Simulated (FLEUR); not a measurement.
Crystal: HfO2.

```xyz
3
Lattice="0.0000 2.5575 2.5575 2.5575 0.0000 2.5575 2.5575 2.5575 0.0000" Properties=species:S:1:pos:R:3 pbc="T T T"
Hf    0.0000    0.0000    0.0000
O     3.8363    3.8363    3.8363
O     1.2788    1.2788    1.2788
```

Measurements of this composition are mostly on another form, of space group No. 14.

Base run:

| Property | Result |
| --- | --- |
| Program | FLEUR MaX-R8.1 (later development tree) |
| Functional | LDA |
| Potentials or basis | all-electron |
| Basis | FLAPW |
| Kmax | 4.86 1/bohr |
| k mesh | 9 × 9 × 9 |
| Occupations | fermi-dirac, width 0.05 eV |
| Spin | no spin polarisation |

Its results: band gap on the k mesh 3.61 eV, indirect (least direct gap 3.73 eV).

Question: After a change of settings the same cell gave: band gap on the k mesh 4.33 eV, indirect (least direct gap 4.43 eV). Which change was it?
A. functional from LDA to PBE; muffin-tin radii from Hf 2.39, O 1.48 bohr to Hf 2.32, O 1.44 bohr
B. functional from LDA to r2SCAN
C. functional from LDA to PBEsol

Answer: B.

r2SCAN gives the wider gap, since meta-GGAs in the generalised Kohn-Sham scheme recover part of the derivative discontinuity.

Caveats: spin-orbit coupling is left out, which moves the levels of the heavy elements; the mesh misses the band edges, which the band path finds closer together; the meta-GGA is that of a development version, with a GGA for the radial functions and cores and without core tails (some runs).

Not every run made on this cell is shown here.
